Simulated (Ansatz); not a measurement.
# Al3H5: one candidate of a structure search, part 2 of 2

Where does this trial cell of Al3H5 go when cell and atoms are let free?

Ansatz 0.2.0; DFT PBE, scalar-relativistic, plane waves, PAW. The steps go on from the part before.

### Step 4. Another rough relaxation

The end of the coarse run is made exact in the group found at a tolerance of 0.06 Å and reduced to its primitive cell.

Input file input.yaml:

```yaml
crystal:
  lattice:
    - [-2.5858821098, 2.5858821098, 2.5858821098]
    - [2.5858821098, -2.5858821098, 2.5858821098]
    - [2.5858821098, 2.5858821098, -2.5858821098]
  atoms:
    - { symbol: Al, position: [0.0, 0.5, 0.5] }
    - { symbol: Al, position: [0.5, 0.5, 0.0] }
    - { symbol: Al, position: [0.5, 0.0, 0.5] }
    - { symbol: H, position: [0.0, 0.0, 0.0] }
    - { symbol: H, position: [0.0, 0.0, 0.5] }
    - { symbol: H, position: [0.0, 0.5, 0.0] }
    - { symbol: H, position: [0.5, 0.0, 0.0] }
    - { symbol: H, position: [0.5, 0.5, 0.5] }
basis:
  ecutwfc: 420
kpoints:
  mp_grid: { grid: [6, 6, 6] }
hamiltonian:
  xc: pbe
scf:
  occupations: { method: gaussian, width: 0.1 }
  lower_state_search: "off"
output:
  forces: true
  stress: true
  eigenvalues: true
relax:
  adjacent_minimum: "off"
  f_tol: 0.04
  max_steps: 70
  cell: { stress_tol: 0.4 }
```

The run is started by

```bash
$ ansatz run input.yaml --threads 1 --pin off --max-ram 2048MiB --backend cpu --events-out ev --progress --plain --runs-dir out
```

The program printed, shortened:

```text
Warning: RAYON_NUM_THREADS=1 ignored (pool sized by the plan → 1); use --threads N
[...]
Pseudopotentials: kind: paw
Pseudopotential: Al, paw, valence charge 3, recommended cutoff 420 eV (normal), Al.paw.azcp
Pseudopotential: H, paw, valence charge 1, recommended cutoff 420 eV (normal), H.paw.azcp
Functional definition: PBE
[...]
Crystal: 8 atoms, lattice volume = 69.165 Å³
Basis set: ecut = 420 eV, 1409 PW (Γ), exchange–correlation on 60×60×60 points (8 copies of the dense FFT grid, shifted against one another)
Bands: 15, of which v1, the nominal top of the filled ones, is band 7 counted from 1 (6 counted from 0)
Symmetry: 48 space group operations
Space group: Im-3m (ITA 229), of the structure as read, at distance tolerance 4.1e-5 Å
k-points: 16 of 216
[...]
SCF iter   1: F=—  HF=-1687.044450 eV  |F-HF|=—  |Δ(HF+E_count)|=         —  Δρ=3.11e-3  dr2=7.32e-3  ethr=1.77e-3  ⟨swp⟩=6.5  Hψ=1572  notcnv=0  defer=3
[...]
--- Relaxed structure (2 steps of the walk, 2 accepted, 1 SCFs on fresh bases) ---
  F+E_penalty+E_count = -1687.04492351 eV   max|allowed force component| = 4.518e-31 eV/Å   (the final SCF, on the basis selected at the relaxed cell)
  cell:  # Å, volume = 68.3698 Å³
    - [-2.5759341222109007, 2.5759341222109007, 2.5759341222109007]
    - [2.5759341222109007, -2.5759341222109007, 2.5759341222109007]
    - [2.5759341222109007, 2.5759341222109007, -2.5759341222109007]
  atoms:
    - { symbol: Al, position: [-3.7392653650397715e-35, 0.5, 0.5] }
    - { symbol: Al, position: [0.5, 0.5, -1.640301974280565e-35] }
    - { symbol: Al, position: [0.5, -5.332442383169622e-35, 0.5] }
    - { symbol: H, position: [-2.5077749977309834e-37, 1.4751171965505214e-36, 1.3213170985023674e-36] }
    - { symbol: H, position: [0.0, 0.0, 0.5] }
    - { symbol: H, position: [0.0, 0.5, 0.0] }
    - { symbol: H, position: [0.5, 0.0, 0.0] }
    - { symbol: H, position: [0.5, 0.5, 0.5] }
```

Wall time 3.4 s (1 thread of Arm Neoverse V2, shared host); peak memory 0.29 GiB.

Step by step:

```csv
step,E - E(step 1) (eV/cell),largest force component (eV/Å),pressure (GPa),volume (Å³)
1,0.0000,0.0000,-0.82,69.16
2,-0.0026,0.0000,0.08,68.37
3,-0.0021,0.0000,0.07,68.37
```

Step 1 is the start. Step 3 repeats the geometry before it on a plane-wave basis chosen anew for that cell, so its energy need not be comparable with the rows above.

Lengths and angles in the start's conventional setting:

|  | before | after | change |
| --- | --- | --- | --- |
| a (Å) | 5.172 | 5.152 | -0.4 % |
| b (Å) | 5.172 | 5.152 | -0.4 % |
| c (Å) | 5.172 | 5.152 | -0.4 % |
| volume (Å³/atom) | 8.65 | 8.55 | -1.1 % |
| shortest distance (Å) | 2.239 | 2.231 | -0.4 % |
| space group (0.01 Å) | Im-3m | Im-3m | same |

The run keeps the 48 symmetry operations of the start, so it could not have lowered the symmetry.

### Step 5. Final relaxation

The end of the coarse run is made exact in the group found at a tolerance of 0.06 Å and reduced to its primitive cell.

Input file input.yaml:

```yaml
crystal:
  lattice:
    - [-2.5759341222, 2.5759341222, 2.5759341222]
    - [2.5759341222, -2.5759341222, 2.5759341222]
    - [2.5759341222, 2.5759341222, -2.5759341222]
  atoms:
    - { symbol: Al, position: [0.0, 0.5, 0.5] }
    - { symbol: Al, position: [0.5, 0.5, 0.0] }
    - { symbol: Al, position: [0.5, 0.0, 0.5] }
    - { symbol: H, position: [0.0, 0.0, 0.0] }
    - { symbol: H, position: [0.0, 0.0, 0.5] }
    - { symbol: H, position: [0.0, 0.5, 0.0] }
    - { symbol: H, position: [0.5, 0.0, 0.0] }
    - { symbol: H, position: [0.5, 0.5, 0.5] }
basis:
  ecutwfc: 420
kpoints:
  mp_grid: { grid: [10, 10, 10] }
hamiltonian:
  xc: pbe
scf:
  occupations: { method: gaussian, width: 0.1 }
output:
  forces: true
  stress: true
  eigenvalues: true
relax:
  adjacent_minimum: "off"
  f_tol: 0.01
  max_steps: 80
  cell: { stress_tol: 0.05 }
```

The run is started by

```bash
$ ansatz run input.yaml --threads 1 --pin off --max-ram 2048MiB --backend cpu --events-out ev --progress --plain --runs-dir out
```

The program printed, shortened:

```text
Warning: RAYON_NUM_THREADS=1 ignored (pool sized by the plan → 1); use --threads N
[...]
Pseudopotentials: kind: paw
Pseudopotential: Al, paw, valence charge 3, recommended cutoff 420 eV (normal), Al.paw.azcp
Pseudopotential: H, paw, valence charge 1, recommended cutoff 420 eV (normal), H.paw.azcp
Functional definition: PBE
[...]
Crystal: 8 atoms, lattice volume = 68.370 Å³
Basis set: ecut = 420 eV, 1409 PW (Γ), exchange–correlation on 60×60×60 points (8 copies of the dense FFT grid, shifted against one another)
Bands: 15, of which v1, the nominal top of the filled ones, is band 7 counted from 1 (6 counted from 0)
Symmetry: 48 space group operations
Space group: Im-3m (ITA 229), of the structure as read, at distance tolerance 4.1e-5 Å
k-points: 47 of 1000
[...]
SCF iter   1: F=—  HF=-1687.096578 eV  |F-HF|=—  |Δ(HF+E_count)|=         —  Δρ=4.30e-3  dr2=1.43e-2  ethr=1.77e-3  ⟨swp⟩=6.5  Hψ=4619  notcnv=0  defer=8
[...]
--- Relaxed structure (2 steps of the walk, 2 accepted, 1 SCFs on fresh bases) ---
  F+E_penalty+E_count = -1687.09304707 eV   max|allowed force component| = 4.429e-31 eV/Å   (the final SCF, on the basis selected at the relaxed cell)
  cell:  # Å, volume = 68.4803 Å³
    - [-2.5773218751917595, 2.5773218751917595, 2.5773218751917595]
    - [2.5773218751917595, -2.5773218751917595, 2.5773218751917595]
    - [2.5773218751917595, 2.5773218751917595, -2.5773218751917595]
  atoms:
    - { symbol: Al, position: [3.398814929573904e-35, 0.5, 0.5] }
    - { symbol: Al, position: [0.5, 0.5, 1.5118320568597508e-34] }
    - { symbol: Al, position: [0.5, 1.1711192447486064e-34, 0.5] }
    - { symbol: H, position: [-5.15470801707579e-37, -3.7524220847285394e-36, -9.61350193077654e-37] }
    - { symbol: H, position: [0.0, 0.0, 0.5] }
    - { symbol: H, position: [0.0, 0.5, 0.0] }
    - { symbol: H, position: [0.5, 0.0, 0.0] }
    - { symbol: H, position: [0.5, 0.5, 0.5] }
```

Wall time 8.2 s (1 thread of Arm Neoverse V2, shared host); peak memory 0.33 GiB.

Relaxation path:

```csv
step,energy from step 1 (eV/cell),largest force component (eV/Å),pressure (GPa),volume (Å³)
1,0.0000,0.0000,0.12,68.37
2,0.0001,0.0000,-0.01,68.48
3,-0.0001,0.0000,-0.01,68.48
```

Step 1 is the start. Step 3 repeats the geometry before it on a plane-wave basis chosen anew for that cell, so its energy need not be comparable with the rows above.

Lengths and angles in the start's conventional setting:

|  | before | after | change |
| --- | --- | --- | --- |
| a (Å) | 5.152 | 5.155 | +0.1 % |
| b (Å) | 5.152 | 5.155 | +0.1 % |
| c (Å) | 5.152 | 5.155 | +0.1 % |
| volume (Å³/atom) | 8.55 | 8.56 | +0.2 % |
| shortest distance (Å) | 2.231 | 2.232 | +0.1 % |
| space group (0.01 Å) | Im-3m | Im-3m | same |

The run keeps the 48 symmetry operations of the start, so it could not have lowered the symmetry.

### Step 6. Results

This closing draws on all 2 parts. Changes of volume or cell count from the first structure of part 1.

| quantity | value |
| --- | --- |
| symmetry at the end (tolerance 0.05 Å) | space group Im-3m (No. 229) |
| conventional cell | a = 5.155 Å, b = 5.155 Å, c = 5.155 Å, α = 90.00°, β = 90.00°, γ = 90.00° |
| volume | 8.56 Å³/atom |
| energy over the elements (uncorrected; H, N, O, F and Cl as molecules) | +0.60 eV/atom |
| gap on the mesh | none (metal) |

**Reading.** The space group Im-3m (No. 229) is kept, and the volume per atom shrinks by 17.3 % from the first guess. With a positive formation energy it can't be a ground state. No finished test with a distortion of lower symmetry is shown, so the end may be a saddle point.
